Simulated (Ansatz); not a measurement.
A run of Ansatz 0.2.0:

The input input.yaml:

```yaml
crystal:
  lattice:
    - [0.0, 2.82685, 2.82685]
    - [2.82685, 0.0, 2.82685]
    - [2.82685, 2.82685, 0.0]
  atoms:
    - { symbol: As, position: [0.75, 0.75, 0.75] }
    - { symbol: Ga, position: [0.0, 0.0, 0.0] }
hamiltonian:
  xc: r2scan
  pseudopotentials: { kind: paw }
  dispersion: rvv10
kpoints:
  mp_grid: { grid: [8, 8, 8] }
scf:
  occupations: { method: fermi_dirac, width: 0.05 }
output:
  forces: true
  stress: true
relax:
  f_tol: 0.01
  max_steps: 40
  cell: { stress_tol: 0.05 }
```

Potentials or basis: Ansatz PAW.

Launch:

```console
$ ansatz run input.yaml --threads 2 --pin off --max-ram 5120MiB --backend cpu --events-out ev --progress --plain --runs-dir out
```

Hardware: 2 threads of AMD EPYC 9R45 96-Core Processor (Zen 5), with other jobs on the host.

Problem. How long does it take, and how much memory?

Solution. Run time: 4.7 s on 2 threads of AMD EPYC 9R45 96-Core Processor (Zen 5), with other jobs on the host, peak memory 0.64 GiB. Counts: scf iterations 15, plane waves 1139, k points 29, bands 18, ion steps 3.
